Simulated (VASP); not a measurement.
# Al27O in VASP: a series of runs

Runs on Al27O. Level: PBEsol. Tasks: single point.

Everything below comes from runs of VASP 6.6.1. Logs are shortened: lines on timing, memory, paths and dates and some standing lists are left out, and cuts for length are marked.

## 1. The structure

The cell holds a slab with vacuum, 28 atoms: a = 8.591 Å, b = 8.591 Å, c = 17.677 Å, α = 90.00°, β = 90.00°, γ = 60.00°.

The cell was built by a generator and needn't be a form met in nature.

## 2. Single point, PBEsol

Contents of INCAR:

```
PREC = Accurate ; ENCUT = 520
EDIFF = 1E-7 ; ISMEAR = -1
SIGMA = 0.15 ; LREAL = Auto
LASPH = T ; NELM = 80
ALGO = Fast ; ISIF = 2
LWAVE = F ; LCHARG = F
GGA = PS ; NBANDS = 64
```

Contents of KPOINTS:

```
regular mesh
0
Gamma
  2 2 1
```

Contents of POSCAR:

```
Al27O
1.0
    8.5913470000      0.0000000000      0.0000000000
    4.2956740000      7.4403250000      0.0000000000
    0.0000000000      0.0000000000     17.6765370000
Al O
27 1
Direct
    0.1111111000      0.1111111000      0.0565722000
    0.4444444000      0.1111111000      0.0565722000
    0.7777778000      0.1111111000      0.0565722000
    0.1111111000      0.4444444000      0.0565722000
    0.4444444000      0.4444444000      0.0565722000
    0.7777778000      0.4444444000      0.0565722000
    0.1111111000      0.7777778000      0.0565722000
    0.4444444000      0.7777778000      0.0565722000
    0.7777778000      0.7777778000      0.0565722000
   -0.1102043590      0.2245580517      0.1866015757
    0.2214937680      0.2213776130      0.1872523272
    0.5495136484      0.2252637407      0.1866899633
   -0.1144019381      0.5572231225      0.1872620997
    0.2215015357      0.5571668363      0.1872537682
    0.5532612027      0.5577458185      0.1877383736
   -0.1102010181      0.8856781695      0.1865997121
    0.2235382572      0.8882497811      0.1878713257
    0.5532576064      0.8890381603      0.1877350440
    0.0112372628     -0.0056151973      0.3203910288
    0.3328299958     -0.0001157046      0.3208659490
    0.6597391214     -0.0057325492      0.3203755236
    0.0017702287      0.3369694103      0.3180240396
    0.3261045898      0.3369619324      0.3181684225
    0.6597336992      0.3460336663      0.3203662423
    0.0017882279      0.6612667049      0.3180269615
    0.3328616563      0.6673182361      0.3208674868
    0.6647776994      0.6676229144      0.3204142786
    0.7767209688      0.1116642663      0.3574803159
```

Potentials or basis: VASP PAW PBE potentials, release 64 (Al, O).

Started as:

```
cat potpaw_PBE.64/Al/POTCAR potpaw_PBE.64/O/POTCAR > POTCAR
mpirun -np 1 vasp_std > vasp.out
```

OUTCAR:

```text
PREC = Accurate
   ENCUT = 520
   EDIFF = 1E-7
   ISMEAR = -1
   LREAL = Auto
   LASPH = T
   NELM = 80
   ISIF = 2
   GGA = PS

 ion  position               nearest neighbor table
   1  0.111  0.111  0.057-  10 2.83  11 2.83  17 2.85   8 2.86   6 2.86   3 2.86   2 2.86   4 2.86
                             7 2.86
   2  0.444  0.111  0.057-  12 2.82  11 2.84  18 2.85   4 2.86   1 2.86   8 2.86   5 2.86   9 2.86
                             3 2.86
   3  0.778  0.111  0.057-  16 2.85  10 2.85  12 2.86   7 2.86   1 2.86   9 2.86   6 2.86   5 2.86
                             2 2.86
   4  0.111  0.444  0.057-  11 2.84  14 2.84  13 2.86   2 2.86   6 2.86   5 2.86   1 2.86   9 2.86
                             7 2.86
   5  0.444  0.444  0.057-  12 2.82  14 2.84  15 2.85   4 2.86   2 2.86   3 2.86   7 2.86   6 2.86
                             8 2.86
   6  0.778  0.444  0.057-  10 2.82  13 2.83  15 2.86   1 2.86   4 2.86   3 2.86   8 2.86   5 2.86
                             9 2.86
   7  0.111  0.778  0.057-  16 2.83  14 2.83  17 2.85   3 2.86   9 2.86   8 2.86   1 2.86   5 2.86
                             4 2.86
   8  0.444  0.778  0.057-  15 2.84  18 2.84  17 2.84   1 2.86   7 2.86   2 2.86   6 2.86   9 2.86
                             5 2.86
   9  0.778  0.778  0.057-  16 2.82  13 2.83  18 2.86   7 2.86   3 2.86   2 2.86   4 2.86   8 2.86
[... 22 lines left out ...]
                            11 2.88
  21  0.660  0.994  0.320-  28 1.86  20 2.78  27 2.78  18 2.82  25 2.90  23 2.91  16 2.92  12 2.92
                            19 3.02  24 3.02
  22  0.002  0.337  0.318-  25 2.79  23 2.79  11 2.83  13 2.83  10 2.86  27 2.87  20 2.87  24 2.90
                            19 2.90
  23  0.326  0.337  0.318-  25 2.79  22 2.79  11 2.84  14 2.84  12 2.86  20 2.87  26 2.87  21 2.91
                            24 2.91
  24  0.660  0.346  0.320-  28 1.86  26 2.78  27 2.78  15 2.82  22 2.90  23 2.91  10 2.92  12 2.92
                            19 3.02  21 3.02
  25  0.002  0.661  0.318-  22 2.79  23 2.79  14 2.83  13 2.83  16 2.86  27 2.87  26 2.87  21 2.90
                            19 2.90
  26  0.333  0.667  0.321-  24 2.78  19 2.79  27 2.85  20 2.86  23 2.87  15 2.87  17 2.87  25 2.87
                            14 2.88
  27  0.665  0.668  0.320-  24 2.78  21 2.78  26 2.85  20 2.85  15 2.87  18 2.87  22 2.87  25 2.87
                            13 2.87
  28  0.777  0.112  0.357-  24 1.86  21 1.86  19 1.86

  LATTYP: Found a hexagonal cell.
 ALAT       =     8.5913474624
 C/A-ratio  =     2.0574813296

  Lattice vectors:

 A1 = (  -4.2956740000,  -7.4403250000,   0.0000000000)
 A2 = (   8.5913470000,   0.0000000000,   0.0000000000)
 A3 = (   0.0000000000,   0.0000000000,  17.6765370000)

Analysis of symmetry for initial positions (statically):
=====================================================================
 Subroutine PRICEL returns:
 Original cell was already a primitive cell.

 Routine SETGRP: Setting up the symmetry group for a
 hexagonal supercell.

 Subroutine GETGRP returns: Found  1 space group operations
 (whereof  1 operations were pure point group operations)
 out of a pool of 24 trial point group operations.

The static configuration has the point symmetry C_1 .

Analysis of symmetry for dynamics (positions and initial velocities):
=====================================================================
 Subroutine PRICEL returns:
 Original cell was already a primitive cell.

 Routine SETGRP: Setting up the symmetry group for a
 hexagonal supercell.

 Subroutine GETGRP returns: Found  1 space group operations
 (whereof  1 operations were pure point group operations)
 out of a pool of 24 trial point group operations.

The dynamic configuration has the point symmetry C_1 .

 Subroutine INISYM returns: Found  1 space group operations
 (whereof  1 operations are pure point group operations),
 and found     1 'primitive' translations

----------------------------------------------------------------------------------------

                                     Primitive cell

  volume of cell :    1129.9269

  direct lattice vectors                    reciprocal lattice vectors
     8.591347000  0.000000000  0.000000000     0.116396183 -0.067201373  0.000000000
     4.295674000  7.440325000  0.000000000     0.000000000  0.134402731  0.000000000
     0.000000000  0.000000000 17.676537000     0.000000000  0.000000000  0.056572167

  length of vectors
     8.591347000  8.591347462 17.676537000     0.134402738  0.134402731  0.056572167

  position of ions in fractional coordinates (direct lattice)
     0.111111100  0.111111100  0.056572200
     0.444444400  0.111111100  0.056572200
     0.777777800  0.111111100  0.056572200
     0.111111100  0.444444400  0.056572200
     0.444444400  0.444444400  0.056572200
     0.777777800  0.444444400  0.056572200
[... 20 lines left out ...]
     0.664777699  0.667622914  0.320414279
     0.776720969  0.111664266  0.357480316

  ion indices of the primitive-cell ions
   primitive index   ion index
                 1           1
                 2           2
                 3           3
                 4           4
                 5           5
                 6           6
[... 20 lines left out ...]
                27          27
                28          28

----------------------------------------------------------------------------------------

 KPOINTS: regular mesh

Automatic generation of k-mesh.
 Grid dimensions read from file:
 generate k-points for:    2    2    1

 Generating k-lattice:

  Cartesian coordinates                     Fractional coordinates (reciprocal lattice)
     0.058198092 -0.033600687  0.000000000     0.500000000  0.000000000  0.000000000
     0.000000000  0.067201366  0.000000000     0.000000000  0.500000000  0.000000000
     0.000000000  0.000000000  0.056572167     0.000000000  0.000000000  1.000000000

  Length of vectors
     0.067201369  0.067201366  0.056572167

  Shift w.r.t. Gamma in fractional coordinates (k-lattice)
     0.000000000  0.000000000  0.000000000

 Subroutine IBZKPT returns following result:
 ===========================================

 Found      4 irreducible k-points:

 Following reciprocal coordinates:
            Coordinates               Weight
  0.000000  0.000000  0.000000      1.000000
  0.500000  0.000000  0.000000      1.000000
  0.500000  0.500000  0.000000      1.000000
  0.000000  0.500000  0.000000      1.000000
   k-points           NKPTS =      4   k-points in BZ     NKDIM =      4   number of bands    NBANDS=     64
   number of dos      NEDOS =    301   number of ions     NIONS =     28
   total plane-waves  NPLWV = 573440
   dimension x,y,z NGX =    64 NGY =   64 NGZ =  140
   dimension x,y,z NGXF=   128 NGYF=  128 NGZF=  280
   ions per type =              27   1
   NGX,Y,Z   is equivalent  to a cutoff of  12.38, 12.38, 13.17 a.u.
   NGXF,Y,Z  is equivalent  to a cutoff of  24.77, 24.77, 26.33 a.u.
 SYSTEM =  unknown system
   PREC   = accura    normal or accurate (medium, high low for compatibility)
   ISTART =      0    job   : 0-new  1-cont  2-samecut
   ICHARG =      2    charge: 1-file 2-atom 10-const
   ISPIN  =      1    spin polarized calculation?
   LNONCOLLINEAR =      F non collinear calculations
   LSORBIT =      F    spin-orbit coupling
   LASPH  =      T    aspherical Exc in radial PAW
   ENCUT  =  520.0 eV  38.22 Ry    6.18 a.u.  15.97 15.97 32.87*2*pi/ulx,y,z
   NELM   =     80;   NELMIN=  2; NELMDL= -5     # of ELM steps
   EDIFF  = 0.1E-06   stopping-criterion for ELM
   LREAL  =      T    real-space projection
   EDIFFG = 0.1E-05   stopping-criterion for IOM
   NSW    =      0    number of steps for IOM
   IBRION =     -1    ionic relax: 0-MD 1-quasi-New 2-CG
   NFREE  =      0    steps in history (QN), initial steepest desc. (CG)
   ISIF   =      2    stress and relaxation
   ISYM   =      2    0-nonsym 1-usesym 2-fastsym
   POTIM  = 0.5000    time-step for ionic-motion
   TEBEG  =    0.0;   TEEND  =   0.0 temperature during run
   PSTRESS=    0.0 pullay stress
   NELECT =      87.0000    total number of electrons
   NUPDOWN=      -1.0000    fix difference up-down
   EMIN   =  10.00;   EMAX   =-10.00  energy-range for DOS
   EFERMI =   0.00;   METHOD = LEGACY
   ISMEAR =    -1;   SIGMA  =   0.15  broadening in eV -4-tet -1-fermi 0-gaus
   EFERMI_NEDOS =   21; number of points for ismear=-14 and -15
   IALGO  =     68    algorithm
   IMIX   =      4    mixing-type and parameters
     AMIX     =   0.40;   BMIX     =  1.00
     AMIX_MAG =   1.60;   BMIX_MAG =  1.00
  volume/ion in A,a.u.               =      40.35       272.33
  Fermi-wavevector in a.u.,A,eV,Ry     =   0.696463  1.316123  6.599644  0.485060
  Thomas-Fermi vector in A             =   1.779520
   LORBIT       =      0    0 simple, 1 ext, 2 COOP (PROOUT), +10 PAW based schemes
   GGA     = PS    functional components
   LHFCALC =     F    Hartree Fock is set to
   AEXX    =    0.0000 exact exchange contribution
   IVDW    =     0    specifies the selected vdW correction
   LEPSILON=     F    determine dielectric tensor
   LRPA    =     F    only Hartree local field effects (RPA)
 non-spin polarized calculation
 RMM-DIIS sequential band-by-band and
  energy-cutoff  :      520.00
  volume of cell :     1129.93
 maximum number of plane-waves:     30408
 NGX is ok and might be reduce to    64
   NGX = 31   NGY = 31   NGZ = 65

 number of electron      87.0000000 magnetization

 Free energy of the ion-electron system (eV)
  ---------------------------------------------------
  ext. energy  EPLUGINS =         0.00000000
  ---------------------------------------------------
  free energy    TOTEN  =      -113.59357583 eV

  energy without entropy =     -112.75532890  energy(sigma->0) =     -113.17445236

 E-fermi :   0.7125     XC(G=0):  -5.0722

 val. band max:        0.7097364916   @ k =   0.0000   0.0000   0.0000
 cond. band min:       0.8565675622   @ k =   0.0000   0.0000   0.0000
 fundamental gap:      0.1468310706
 Fermi energy:         0.7125446476

 k-point     1 :       0.0000    0.0000    0.0000
  band No.  band energies     occupation
      1     -19.3632      2.00000
      2      -9.6947      2.00000
      3      -7.9335      2.00000
      4      -7.3291      2.00000
      5      -7.3268      2.00000
      6      -7.1266      2.00000
[... 221 lines left out ...]
     54       2.4516      0.00002
     55       2.5508      0.00001
 [bands above 55 left out]

------------------------ aborting loop because EDIFF is reached ----------------------------------------

  FORCE on cell =-STRESS in cart. coord.  units (eV):
  Direction    XX          YY          ZZ          XY          YZ          ZX
  --------------------------------------------------------------------------------------
  -------------------------------------------------------------------------------------
  Total      -14.5161968    -14.4709294     -0.1309644      0.0375718     -0.0503662      0.0834191
  in kB      -20.5832087    -20.5190219     -0.1857007      0.0532749     -0.0714167      0.1182839
  external PRESSURE =     -13.7626437 kB  Pullay stress =       0.0000000 kB

 VOLUME and BASIS-vectors are now :
 -----------------------------------------------------------------------------
  energy-cutoff  :      520.00
  volume of cell :     1129.93
      direct lattice vectors                 reciprocal lattice vectors
     8.591347000  0.000000000  0.000000000     0.116396183 -0.067201373  0.000000000
     4.295674000  7.440325000  0.000000000     0.000000000  0.134402731  0.000000000
     0.000000000  0.000000000 17.676537000     0.000000000  0.000000000  0.056572167

 POSITION                                       TOTAL-FORCE (eV/Angst)
 -----------------------------------------------------------------------------------
      1.43189      0.82670      1.00000         0.115169     -0.006542      0.029924
      4.29567      0.82670      1.00000        -0.124541     -0.004443      0.025137
      7.15946      0.82670      1.00000        -0.005215      0.003092     -0.042067
      2.86378      3.30681      1.00000        -0.008948      0.005248     -0.057584
      5.72756      3.30681      1.00000        -0.058339      0.110198      0.025169
      8.59135      3.30681      1.00000         0.050322      0.106796      0.023626
[... 20 lines left out ...]
      8.57923      4.96733      5.66381         0.004980     -0.002421      0.005522
      7.15275      0.83082      6.31901         0.001054     -0.001304     -0.037019
 -----------------------------------------------------------------------------------
    total drift:                               -0.004132      0.003436      0.006313

  FREE ENERGIE OF THE ION-ELECTRON SYSTEM (eV)
  ---------------------------------------------------
  free  energy   TOTEN  =      -113.5935758291 eV

  energy  without entropy=     -112.7553289009  energy(sigma->0) =     -113.17445236
```

Wall time 8.6 min (1 thread of Intel Xeon Platinum 8488C (Sapphire Rapids), shared host); peak memory 1.1 GiB.

Results:

| Item | Value |
| --- | --- |
| Free energy | -113.5936 eV |
| Largest force | 0.127 eV/Å |
| Band gap on the k mesh | none (metal or under the smearing width) |

Forces on the atoms (eV/Å):
```
Al   0.115 -0.007  0.030
Al  -0.125 -0.004  0.025
Al  -0.005  0.003 -0.042
Al  -0.009  0.005 -0.058
Al  -0.058  0.110  0.025
Al   0.050  0.107  0.024
Al   0.063 -0.096  0.030
Al  -0.006  0.003 -0.092
Al  -0.067 -0.097  0.023
Al   0.010  0.005 -0.001
Al   0.004  0.001  0.014
Al   0.014 -0.008  0.001
Al   0.014 -0.008  0.009
Al   0.001 -0.004  0.014
Al   0.010  0.004  0.022
Al   0.000 -0.011 -0.001
Al  -0.004  0.003  0.019
Al   0.002 -0.011  0.022
Al  -0.052  0.030  0.006
Al  -0.009  0.004 -0.015
Al   0.053  0.035  0.005
Al   0.013  0.005 -0.005
Al  -0.008  0.005 -0.010
Al  -0.004 -0.064  0.005
Al   0.002 -0.013 -0.005
Al  -0.009  0.005 -0.015
Al   0.005 -0.002  0.006
O    0.001 -0.001 -0.037
```

Caveat: the k mesh is coarse (spacing up to 0.42 Å⁻¹), so the values aren't converged; the PAW data sets were made with another functional, which shifts forces and pressure a little; an odd number of electrons without spin polarisation forces a metal; a magnetic or distorted state may lie lower.

(Continued in part 2 of 2.)
